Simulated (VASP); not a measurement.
Write the native input for VASP 6.6.1 that does the following.

```yaml
Task: band structure
Functional: TPSS
Potentials_or_basis: VASP PAW PBE potentials, release 64 (Ta_pv, S)
Cutoff: 520 eV
k_mesh: 9 × 9 × 5
Occupations: fermi-dirac, width 0.05 eV
Spin: no spin polarisation
Further_INCAR_settings: ALGO = Normal; EDIFF = 1e-07; NBANDS = 18
```

The structure of TaS2 lies in POSCAR:

```
TaS2
1.0
    3.3500000000      0.0000000000      0.0000000000
   -1.6750000000      2.9011851027      0.0000000000
    0.0000000000      0.0000000000      5.8600000000
Ta S
1 2
Direct
    0.0000000000      0.0000000000      0.0000000000
    0.6666666667      0.3333333333      0.7500000000
    0.3333333333      0.6666666667      0.2500000000
```

The input as run:

INCAR

```
  PREC = Accurate
  ENCUT = 520
  EDIFF = 1E-7
  ISMEAR = -1
  SIGMA = 0.05
  LREAL = False
  LASPH = True
  NELM = 100
  ALGO = Normal
  ISIF = 2
  LWAVE = False
  LCHARG = False
  LMAXMIX = 4
  METAGGA = TPSS
  LMIXTAU = True
  NBANDS = 18
```

KPOINTS

```
regular mesh
0
Gamma
  9 9 5
```

KPOINTS_OPT

```
path GMKGALHA,LM,KH
15
line-mode
reciprocal
 0.0000000000  0.0000000000  0.0000000000  G
 0.5000000000  0.0000000000  0.0000000000  M

 0.5000000000  0.0000000000  0.0000000000  M
 0.3333333333  0.3333333333  0.0000000000  K

 0.3333333333  0.3333333333  0.0000000000  K
 0.0000000000  0.0000000000  0.0000000000  G

 0.0000000000  0.0000000000  0.0000000000  G
 0.0000000000  0.0000000000  0.5000000000  A

 0.0000000000  0.0000000000  0.5000000000  A
 0.5000000000  0.0000000000  0.5000000000  L

 0.5000000000  0.0000000000  0.5000000000  L
 0.3333333333  0.3333333333  0.5000000000  H

 0.3333333333  0.3333333333  0.5000000000  H
 0.0000000000  0.0000000000  0.5000000000  A

 0.5000000000  0.0000000000  0.5000000000  L
 0.5000000000  0.0000000000  0.0000000000  M

 0.3333333333  0.3333333333  0.0000000000  K
 0.3333333333  0.3333333333  0.5000000000  H
```

Potentials or basis: VASP PAW PBE potentials, release 64 (Ta_pv, S).

Launch:

```sh
$ cat potpaw_PBE.64/Ta_pv/POTCAR potpaw_PBE.64/S/POTCAR > POTCAR
$ mpirun -np 1 vasp_std > vasp.out
```

It gave:

```json
{"Pressure": "8.5 GPa", "Largest force": "1.335 eV/Å", "Band gap along the path": "none (metal or under the smearing width)"}
```

Caveat: the PAW data sets were made with another functional, which shifts forces and pressure a little; spin-orbit coupling is left out, which moves the levels of the heavy elements; this functional lacks dispersion, which binds the layers, so the pressure and a relaxed spacing across them are unreliable.

Wall time 4.1 min on 1 thread of Intel(R) Xeon(R) 6975P-C (Granite Rapids) (shared host), peak memory 0.24 GiB.
